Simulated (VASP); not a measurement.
# Cr (P3_121) in VASP: further runs, part 2 of 2

VASP 6.6.1. Earlier steps stand in the parts before.

## 3. Single point, PBEsol, collinear spin, typed start

Input file INCAR:

```
SYSTEM = Cr
ALGO     = Normal         ! electronic algorithm
EDIFF    = 1E-7           ! SCF threshold, eV
ENCUT    = 520            ! plane-wave cutoff, eV
GGA      = PS             ! functional
ISIF     = 2              ! what is computed and relaxed
ISMEAR   = 0              ! smearing method
ISPIN    = 2              ! spin polarisation
LASPH    = .TRUE.         ! aspherical terms in the spheres
LCHARG   = .TRUE.         ! write CHGCAR
LELF     = .TRUE.         ! ELF
LMAXMIX  = 4              ! l up to which the mixer works
LORBIT   = 11             ! projections on sites
LREAL    = .FALSE.        ! projectors in reciprocal space
LVHAR    = .TRUE.       
LWAVE    = .FALSE.        ! write WAVECAR
MAGMOM   = 3 3 3          ! initial moments
NBANDS   = 29             ! bands
NELM     = 150            ! most SCF steps
PREC     = Accurate       ! precision mode
SIGMA    = 0.1            ! smearing width, eV
```

Input file KPOINTS:

```
k-points
0
G
  6 6 6
  0 0 0
```

Input file POSCAR:

```
Cr
1.0
    3.4412579625      0.0000000000      0.0000000000
   -1.7206289813      2.9802168165      0.0000000000
    0.0000000000      0.0000000000      3.9042223541
Cr
3
Direct
    0.2254000000      0.0000000000      0.3333333333
    0.0000000000      0.2254000000      0.6666666667
    0.7746000000      0.7746000000      0.0000000000
```

Potentials or basis: VASP PAW PBE potentials, release 64 (Cr_pv).

Launch:

```
$ cat potpaw_PBE.64/Cr_pv/POTCAR > POTCAR
$ mpirun -np 1 vasp_std > vasp.out
```

OUTCAR:

```text
SYSTEM = Cr
   EDIFF = 1E-7
   ENCUT = 520
   GGA = PS
   ISIF = 2
   ISMEAR = 0
   ISPIN = 2
   LASPH = .TRUE.
   LORBIT = 11
   LREAL = .FALSE.
   NELM = 150
   PREC = Accurate

 ion  position               nearest neighbor table
   1  0.225  0.000  0.333-   3 1.87   2 1.87   3 2.71   3 2.71   2 2.71   2 2.71   2 2.93   3 2.93

   2  0.000  0.225  0.667-   3 1.87   1 1.87   3 2.71   3 2.71   1 2.71   1 2.71   1 2.93   3 2.93

   3  0.775  0.775  0.000-   1 1.87   2 1.87   2 2.71   1 2.71   1 2.71   2 2.71   1 2.93   2 2.93

  LATTYP: Found a hexagonal cell.
 ALAT       =     3.4412579625
 C/A-ratio  =     1.1345334749

  Lattice vectors:

 A1 = (   3.4412579625,   0.0000000000,   0.0000000000)
 A2 = (  -1.7206289813,   2.9802168165,   0.0000000000)
 A3 = (   0.0000000000,   0.0000000000,   3.9042223541)

Analysis of symmetry for initial positions (statically):
=====================================================================
 Subroutine PRICEL returns:
 Original cell was already a primitive cell.

 Routine SETGRP: Setting up the symmetry group for a
 hexagonal supercell.

 Subroutine GETGRP returns: Found  6 space group operations
 (whereof  2 operations were pure point group operations)
 out of a pool of 24 trial point group operations.

The static configuration has the point symmetry C_2 .
 The point group associated with its full space group is D_3 .

Analysis of symmetry for dynamics (positions and initial velocities):
=====================================================================
 Subroutine PRICEL returns:
 Original cell was already a primitive cell.

 Routine SETGRP: Setting up the symmetry group for a
 hexagonal supercell.

 Subroutine GETGRP returns: Found  6 space group operations
 (whereof  2 operations were pure point group operations)
 out of a pool of 24 trial point group operations.

The dynamic configuration has the point symmetry C_2 .
 The point group associated with its full space group is D_3 .

Analysis of structural, dynamic, and magnetic symmetry:
[... 159 lines left out ...]
  ext. energy  EPLUGINS =         0.00000000
  ---------------------------------------------------
  free energy    TOTEN  =       -25.16871397 eV

  energy without entropy =      -25.15051102  energy(sigma->0) =      -25.15961249

 E-fermi :   9.1107     XC(G=0): -12.6820

 val. band max:        9.1069655664   @ k =   0.5000  -0.0000   0.5000
 cond. band min:       9.1417109721   @ k =   0.3333   0.1667   0.0000
 fundamental gap:      0.0347454057
 Fermi energy:         9.1107118683

 spin component 1

 k-point     1 :       0.0000    0.0000    0.0000
  band No.  band energies     occupation
      1     -35.2846      1.00000
      2     -35.2846      1.00000
      3     -34.7320      1.00000
      4     -33.6344      1.00000
      5     -33.6344      1.00000
      6     -33.4602      1.00000
[... 757 lines left out ...]
     28      16.9639      0.00000
     29      16.9932      0.00000

 [... further k-points ...]

 spin component 2

 k-point     1 :       0.0000    0.0000    0.0000
  band No.  band energies     occupation
      1     -35.2846      1.00000
      2     -35.2846      1.00000
      3     -34.7320      1.00000
      4     -33.6344      1.00000
      5     -33.6344      1.00000
      6     -33.4602      1.00000
[... 757 lines left out ...]
     28      16.9644      0.00000
     29      16.9949      0.00000

 [... further k-points ...]
[... 5 lines left out ...]
  --------------------------------------------------------------------------------------
  -------------------------------------------------------------------------------------
  Total        3.7256703      3.7256703      8.1431087     -0.0000000     -0.0000000      0.0000000
  in kB      149.0786234    149.0786234    325.8375869     -0.0000000     -0.0000000      0.0000000
  external PRESSURE =     207.9982779 kB  Pullay stress =       0.0000000 kB

 VOLUME and BASIS-vectors are now :
 -----------------------------------------------------------------------------
  energy-cutoff  :      520.00
  volume of cell :       40.04
      direct lattice vectors                 reciprocal lattice vectors
     3.441257962  0.000000000  0.000000000     0.290591409  0.167773028  0.000000000
    -1.720628981  2.980216817  0.000000000     0.000000000  0.335546056  0.000000000
     0.000000000  0.000000000  3.904222354     0.000000000  0.000000000  0.256132953

 POSITION                                       TOTAL-FORCE (eV/Angst)
 -----------------------------------------------------------------------------------
      0.77566      0.00000      1.30141         5.855965      0.000000     -0.000000
     -0.38783      0.67174      2.60281        -2.927982      5.071414      0.000000
      1.33280      2.30848      0.00000        -2.927982     -5.071414     -0.000000
 -----------------------------------------------------------------------------------
    total drift:                               -0.000000     -0.000001      0.000000

  FREE ENERGIE OF THE ION-ELECTRON SYSTEM (eV)
  ---------------------------------------------------
  free  energy   TOTEN  =       -25.1687139667 eV

  energy  without entropy=      -25.1505110172  energy(sigma->0) =      -25.15961249

 total charge

# of ion       s       p       d       tot
------------------------------------------
    1        0.386   6.304   4.755  11.445
    2        0.386   6.304   4.755  11.445
    3        0.386   6.304   4.755  11.445
--------------------------------------------------
tot          1.158  18.912  14.264  34.334

 magnetization (x)

# of ion       s       p       d       tot
------------------------------------------
    1       -0.000   0.000   0.000   0.000
    2       -0.000   0.000   0.000   0.000
    3       -0.000   0.000   0.000   0.000
--------------------------------------------------
tot         -0.000   0.000   0.000   0.000
```

OSZICAR:

```text
N       E                     dE             d eps       ncg     rms          rms(c)
DAV:   1     0.434236602141E+03    0.43424E+03   -0.20334E+04  3944   0.153E+03
DAV:   2    -0.508918563001E+01   -0.43933E+03   -0.42050E+03  3974   0.462E+02
DAV:   3    -0.232169957313E+02   -0.18128E+02   -0.17758E+02  4259   0.115E+02
DAV:   4    -0.234705724308E+02   -0.25358E+00   -0.25316E+00  4784   0.126E+01
DAV:   5    -0.234762889096E+02   -0.57165E-02   -0.57074E-02  4481   0.192E+00    0.290E+01
DAV:   6    -0.246825696704E+02   -0.12063E+01   -0.59741E+00  4299   0.218E+01    0.927E+00
DAV:   7    -0.250972115765E+02   -0.41464E+00   -0.78731E-01  4239   0.742E+00    0.696E+00
DAV:   8    -0.251636112957E+02   -0.66400E-01   -0.71622E-02  5182   0.221E+00    0.228E+00
DAV:   9    -0.251678964230E+02   -0.42851E-02   -0.30989E-02  4335   0.124E+00    0.614E-01
DAV:  10    -0.251684079435E+02   -0.51152E-03   -0.27456E-03  4433   0.529E-01    0.233E-01
DAV:  11    -0.251686834993E+02   -0.27556E-03   -0.37580E-04  4661   0.187E-01    0.743E-02
DAV:  12    -0.251687147588E+02   -0.31260E-04   -0.72134E-05  4688   0.646E-02    0.191E-02
DAV:  13    -0.251687155757E+02   -0.81684E-06   -0.56552E-06  5236   0.257E-02    0.807E-03
DAV:  14    -0.251687148650E+02    0.71067E-06   -0.55011E-07  4406   0.650E-03    0.341E-03
DAV:  15    -0.251687142343E+02    0.63067E-06   -0.79820E-08  2682   0.236E-03    0.161E-03
DAV:  16    -0.251687139882E+02    0.24609E-06   -0.19577E-08  2572   0.135E-03    0.404E-04
DAV:  17    -0.251687139667E+02    0.21473E-07   -0.57856E-09  2537   0.577E-04
   1 F= -.25168714E+02 E0= -.25159612E+02  d E =-.182029E-01  mag=    -0.0000
```

stdout:

```text
POSCAR found type information on POSCAR Cr
 POSCAR found :  1 types and       3 ions
 scaLAPACK will be used
 -----------------------------------------------------------------------------
|                                                                             |
|                                                                             |
|     You enforced a specific xc type in the INCAR file but a different       |
|     I HOPE YOU KNOW WHAT YOU ARE DOING!                                     |
|                                                                             |
 -----------------------------------------------------------------------------

 LDA part: xc-table for (Slater+PW92), standard interpolation
 POSCAR, INCAR and KPOINTS ok, starting setup
 FFT: planning ... GRIDC
 FFT: planning ... GRID_SOFT
 FFT: planning ... GRID
 WAVECAR not read
 entering main loop
```

Run time: 42 s. Hardware: 1 thread of Intel Xeon 6975P-C (Granite Rapids), shared host; peak memory 0.2 GiB.

Results:

```yaml
Free_energy: -25.1687 eV
Pressure: 20.8 GPa
Largest_force: 5.856 eV/Å
Band_gap_on_the_k_mesh: none (metal or under the smearing width)
Net_moment: 0.00 μB per cell
Valence_electrons_inside_the_program's_atomic_spheres: Cr 11.45
```

Forces in eV/Å, atoms in the order of the input:
```
Cr   5.856  0.000  0.000
Cr  -2.928  5.071  0.000
Cr  -2.928 -5.071  0.000
```

Stress tensor (GPa, compression positive):
```
14.91  0.00  0.00
 0.00 14.91  0.00
 0.00  0.00 32.58
```

Levels at points of the mesh, in eV from the Fermi level:
Spin up:
```csv
k point,band 15,band 16,band 17,band 18,band 19,band 20,band 21,band 22
"(0.00, 0.00, 0.00)",-3.08,-1.22,-0.55,-0.55,0.30,0.91,0.91,3.04
"(0.50, 0.00, 0.00)",-1.54,-1.51,-1.15,-0.54,0.41,0.73,1.09,1.38
"(0.00, 0.00, 0.50)",-2.64,-1.77,-1.77,-1.14,-0.22,0.76,0.76,2.45
"(0.50, 0.00, 0.50)",-2.17,-1.35,-0.28,0.00,0.07,0.48,0.69,1.43
```
Spin down:
| k point | band 15 | band 16 | band 17 | band 18 | band 19 | band 20 | band 21 | band 22 |
| --- | --- | --- | --- | --- | --- | --- | --- | --- |
| (0.00, 0.00, 0.00) | -3.08 | -1.22 | -0.55 | -0.55 | 0.30 | 0.91 | 0.91 | 3.04 |
| (0.50, 0.00, 0.00) | -1.54 | -1.51 | -1.15 | -0.54 | 0.41 | 0.73 | 1.09 | 1.38 |
| (0.00, 0.00, 0.50) | -2.64 | -1.77 | -1.77 | -1.14 | -0.22 | 0.76 | 0.76 | 2.45 |
| (0.50, 0.00, 0.50) | -2.17 | -1.35 | -0.28 | 0.00 | 0.07 | 0.48 | 0.69 | 1.43 |

Caveat: the starting moments collapsed, and a magnetic state may lie lower; so large a pressure means that the cell lies far from this level's equilibrium, or that cutoff or potentials fall short; the potentials were made for another functional, which shifts forces and pressure.
